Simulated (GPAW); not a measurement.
A run of GPAW 26.7.0 is set up as follows.

The input run.py:

```python
import json
import numpy as np
from ase.dft.bandgap import bandgap
from ase.dft.wannier import Wannier
from ase.io import read, write
from gpaw import GPAW, PW

atoms = read('C.cif')

calc = GPAW(mode=PW(800),
            xc={'name': 'vdW-DF2', 'backend': 'libvdwxc'},
            kpts={'size': (12, 12, 4), 'gamma': True},
            occupations={'name': 'fermi-dirac', 'width': 0.05},
            nbands=32,
            convergence={'density': 1e-05, 'energy': 1e-05},
            maxiter=150,
            txt='gpaw.txt')
atoms.calc = calc
energy = atoms.get_potential_energy()
forces = atoms.get_forces()
calc.write('gs.gpw')
write('result.traj', atoms)
print(f'Energy: {energy:.6f} eV')
print('Forces (eV/A):')
print(forces.round(4))
print('Fermi level:', round(calc.get_fermi_level(), 4), 'eV')
print(f'Gap: {bandgap(calc)[0]:.4f} eV, direct: {bandgap(calc, direct=True)[0]:.4f} eV')

nocc = int(round(calc.get_number_of_electrons() / 2))
full = calc.fixed_density(kpts={'size': (4, 4, 4), 'gamma': True}, symmetry='off', nbands=nocc + 6,
                          convergence={'bands': nocc}, txt='full.txt')
wan, values = None, []
for seed in range(6):  # several starts, since the search can end in a local maximum
    trial = Wannier(nwannier=nocc, calc=full, nbands=nocc, functional='var',
                    initialwannier='random' if seed == 0 else 'random', rng=np.random.RandomState(seed))
    trial.localize(tolerance=1e-6)
    values.append(trial.get_functional_value())
    print(f'start {seed}: functional {values[-1]:.5f}', flush=True)
    if values[-1] == max(values):
        wan = trial
wan.localize(step=0.1, tolerance=1e-8)
wan.translate_all_to_cell((0, 0, 0))
centres, spreads = wan.get_centers(), wan.get_spreads()
for x, s in zip(centres, spreads):
    d = np.linalg.norm(atoms.repeat(3).positions - atoms.cell.sum(0) - x, axis=1)
    print(x.round(4), f'spread {s:.4f} A^2, nearest {atoms[d.argmin() % len(atoms)].symbol} at {d.min():.3f} A')
onsite = wan.get_hopping((0, 0, 0)).diagonal().real
print('On-site energies:', onsite.round(4))
json.dump({'centres': centres.tolist(), 'spreads': spreads.tolist(), 'onsite': onsite.tolist(), 'values': values},
          open('wannier.json', 'w'))
```

The input C.cif:

```cif
data_C
_cell_length_a 2.52210000
_cell_length_b 2.52210000
_cell_length_c 8.23710000
_cell_angle_alpha 90.00000000
_cell_angle_beta 90.00000000
_cell_angle_gamma 120.00000000
_space_group_name_H-M_alt 'P6_3/mmc'
_space_group_name_Hall '-P 6c 2c'
_space_group_IT_number 194
loop_
_space_group_symop_operation_xyz
'x,y,z'
'-x,-y,-z'
'x-y,x,z+1/2'
'-x+y,-x,-z+1/2'
'-y,x-y,z'
'y,-x+y,-z'
'-x,-y,z+1/2'
'x,y,-z+1/2'
'-x+y,-x,z'
'x-y,x,-z'
'y,-x+y,z+1/2'
'-y,x-y,-z+1/2'
'-y,-x,-z+1/2'
'y,x,z+1/2'
'-x,-x+y,-z'
'x,x-y,z'
'-x+y,y,-z+1/2'
'x-y,-y,z+1/2'
'y,x,-z'
'-y,-x,z'
'x,x-y,-z+1/2'
'-x,-x+y,z+1/2'
'x-y,-y,-z'
'-x+y,y,z'
loop_
_atom_site_label
_atom_site_type_symbol
_atom_site_symmetry_multiplicity
_atom_site_Wyckoff_symbol
_atom_site_fract_x
_atom_site_fract_y
_atom_site_fract_z
_atom_site_occupancy
C1 C 4 f 0.6666666667 0.3333333333 0.8437500000 1
C2 C 4 e 0.0000000000 0.0000000000 0.9062500000 1
```

Potentials or basis: GPAW PAW data sets (gpaw-data 1.2.1), pw.

Launch:

```sh
$ OMP_NUM_THREADS=1 python run.py
```

What does it give for the total Wannier spread?

18.80 Å² over 16 functions.

Estimate the band gap on the k mesh.

4.98 eV, indirect (least direct gap 5.44 eV).

Wannier centres (Å) and spreads (Å²):
```
function       x      y      z  spread
       1   1.262  1.448  5.090   1.107
       2   0.632  1.819  3.019   1.226
       3   1.886  0.369  5.087   1.141
       4   2.501  0.001  8.184   1.265
       5   0.000  0.720  3.032   1.093
       6   0.009  0.017  4.062   1.297
       7  -0.637  1.825  3.043   1.067
       8   0.630  0.366  7.139   1.214
       9   0.627  1.822  0.991   1.048
      10   0.632  0.365  5.095   1.147
      11   1.278  0.740  6.120   1.311
      12  -0.028  1.472  1.998   1.328
      13  -0.003  0.731  0.979   1.113
      14   1.901  0.358  7.137   1.187
      15  -0.621  1.814  0.947   1.240
      16   1.260  1.462  7.170   1.018
```

Caveat: Wannier best start found once; the PAW data sets were made with another functional, which shifts forces and pressure a little. A k mesh can miss the band edges.
